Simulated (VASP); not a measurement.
## ZnS: single point with r2SCAN

**Experimental background.**

From a printed reference work, monograph, for a bulk crystal of ZnS at 4 K: band gap 3.911 eV (direct).

Crystal: ZnS.

```
Zn S
1.0
     3.80543    0.00000    0.00000
    -1.90271    3.29560    0.00000
     0.00000    0.00000    6.24402
Zn S
2 2
Cartesian
  0.0000 2.1971 0.0333
  1.9027 1.0985 3.1554
  0.0000 2.1971 2.3706
  1.9027 1.0985 5.4926
```

```
Program                : VASP 6.6.1
Task                   : single point
Functional             : r2SCAN
Potentials or basis    : VASP PAW PBE potentials, release 64 (Zn, S)
Cutoff                 : 520 eV
k mesh                 : 12 × 12 × 4
Occupations            : gaussian, width 0.01 eV
Spin                   : no spin polarisation
Dipole correction      : no
Further INCAR settings : ALGO = Normal; EDIFF = 1e-06; NBANDS = 26
```

The pressure is 0.1 GPa. The largest force is 0.005 eV/Å and the band gap on the k mesh is 2.79 eV.

Forces on the atoms (eV/Å):
```
Zn   0.000  0.000  0.005
Zn   0.000  0.000  0.005
S    0.000  0.000 -0.005
S    0.000  0.000 -0.005
```

Levels at points of the mesh, in eV from the valence-band top:
| k point | band 15 | band 16 | band 17 | band 18 | band 19 | band 20 | band 21 | band 22 |
| --- | --- | --- | --- | --- | --- | --- | --- | --- |
| (0.00, 0.00, 0.00) | -0.92 | -0.08 | 0.00 | 0.00 | 2.79 | 3.62 | 6.80 | 6.80 |
| (0.50, 0.00, 0.00) | -3.36 | -2.31 | -1.73 | -0.91 | 4.04 | 4.78 | 5.45 | 7.37 |
| (0.00, 0.00, 0.50) | -0.48 | -0.48 | -0.48 | -0.48 | 4.11 | 4.11 | 7.26 | 7.26 |
| (0.50, 0.00, 0.50) | -1.68 | -1.68 | -1.66 | -1.66 | 3.96 | 3.96 | 5.66 | 5.66 |

Run time: 4.4 min on 1 thread of Intel(R) Xeon(R) Platinum 8488C (Sapphire Rapids) (shared host), peak memory 0.26 GiB.

Against the measured gap of ZnS, 3.911 eV (direct; 4 K; a printed reference work, monograph), the calculated 2.79 eV is off by -1.12 eV. The value is that of r2SCAN on a finite k mesh, which can miss the band edges, without temperature or zero-point motion.

Caveat: the PAW data sets were made with another functional, which shifts forces and pressure a little.
